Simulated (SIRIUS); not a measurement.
A run of SIRIUS 7.10.0 is set up as follows.

The input sirius.json:

```json
{
  "control": {
    "processing_unit": "cpu",
    "verbosity": 2,
    "num_bands_to_print": 18,
    "print_forces": true,
    "print_stress": true
  },
  "parameters": {
    "electronic_structure_method": "pseudopotential",
    "xc_functionals": ["XC_GGA_X_PBE", "XC_GGA_C_PBE"],
    "gk_cutoff": 9.8,
    "pw_cutoff": 19.6,
    "ngridk": [10, 10, 10],
    "shiftk": [0, 0, 0],
    "smearing": "fermi_dirac",
    "smearing_width": 0.0018374661,
    "num_bands": 18,
    "num_mag_dims": 1,
    "num_dft_iter": 100,
    "energy_tol": 1e-08,
    "density_tol": 1e-06
  },
  "iterative_solver": {
    "type": "davidson",
    "min_tolerance": 1e-09,
    "tolerance_scale": [0.1, 0.25]
  },
  "mixer": {
    "type": "anderson",
    "beta": 0.5,
    "max_history": 8
  },
  "settings": {
    "tol_ne": 1e-10,
    "pseudo_grid_cutoff": 6.5,
    "smooth_initial_mag": true
  },
  "unit_cell": {
    "lattice_vectors": [
      [0.0, 4.202576484738, 4.202576484738],
      [4.202576484738, 0.0, 4.202576484738],
      [4.202576484738, 4.202576484738, 0.0]
    ],
    "atom_coordinate_units": "lattice",
    "atom_types": ["Mn", "O"],
    "atom_files": {
      "Mn": "Mn.json",
      "O": "O.json"
    },
    "atoms": {
      "Mn": [
        [0.0, 0.0, 0.0, 0.0, 0.0, 5.5]
      ],
      "O": [
        [0.5, 0.5, 0.5, 0.0, 0.0, 0.0]
      ]
    }
  }
}
```

Potentials or basis: PseudoDojo 0.4.1 PBE standard (scalar relativistic).

Launch:

```console
$ upf_to_json Mn.upf
$ upf_to_json O.upf
$ OMP_NUM_THREADS=1 sirius.scf --input=sirius.json --output=out.json --task=0
```

(1) Estimate the pressure.

(2) What does it give for the band gap on the k mesh?

(3) Predict the net moment.

(4) What does it give for the absolute moment?

## Answers

(1) 0.5 GPa.

(2) none (metal or under the smearing width).

(3) 4.83 μB per cell.

(4) 4.83 μB per cell.

Caveat: a cell with one magnetic atom can't hold antiferromagnetic order, which such compounds often take; semilocal functionals often make such compounds metallic where correlation or magnetic order opens a gap, which also shifts bond lengths.
